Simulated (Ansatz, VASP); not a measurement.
**One calculation of KBr, two programs**

INCAR

```
  PREC = Accurate
  ENCUT = 520
  EDIFF = 1E-6
  ISMEAR = 0
  SIGMA = 0.02
  LREAL = False
  LASPH = True
  NELM = 60
  ALGO = Normal
  ISIF = 2
  LWAVE = False
  LCHARG = True
  GGA = PE
  LELF = True
  LVHAR = True
  NBANDS = 15
```

Contents of KPOINTS:

```
Automatic mesh
0
Gamma
  6 6 6
```

POSCAR

```
KBr
1.0
    0.0000000000      3.3504479118      3.3504479118
    3.3504479118      0.0000000000      3.3504479118
    3.3504479118      3.3504479118      0.0000000000
K Br
1 1
Direct
    0.0000000000      0.0000000000      0.0000000000
    0.5000000000      0.5000000000      0.5000000000
```

Input for Ansatz:

```yaml
crystal:
  lattice:
    - [0.0, 3.3504479376, 3.3504479376]
    - [3.3504479376, 0.0, 3.3504479376]
    - [3.3504479376, 3.3504479376, 0.0]
  atoms:
    - { symbol: K, position: [0.0, 0.0, 0.0] }
    - { symbol: Br, position: [0.5, 0.5, 0.5] }
basis:
  ecutwfc: 420
kpoints:
  mp_grid: { grid: [6, 6, 6] }
  band_path: { path: [VBM, CBM], npoints: 2 }
hamiltonian:
  xc: pbe
scf:
  occupations: { method: gaussian, width: 0.02 }
output:
  forces: false
  stress: false
  eigenvalues: true
checkpoint:
  read: start.run
  write: ck
  compress: false
  write_wavefunctions: false
  write_every: 100000
```

Alike in both runs: task single point; functional PBE; k mesh 6 × 6 × 6; occupations gaussian, width 0.02 eV; no spin polarisation.

|  | VASP | Ansatz |
| --- | --- | --- |
| version | VASP 6.6.1 | Ansatz 0.2.0 |
| potentials or method | VASP PAW PBE potentials, release 64 (K_sv, Br) | scalar-relativistic, plane waves, PAW |
| plane-wave cutoff (eV) | 520 | 420 |
| valence electrons in the cell | 16 | 16 |

|  | VASP | Ansatz | Ansatz less VASP |
| --- | --- | --- | --- |
| gap on the k mesh at the Fermi level (eV) | 4.31 | 4.32 | +0.001 |
| least direct gap on the mesh (eV) | 4.31 | 4.32 | +0.001 |

With one functional, cell and mesh, what is left measures potentials, basis and numerics.

PBE gaps usually lie below the measured ones, often by a third to a half.
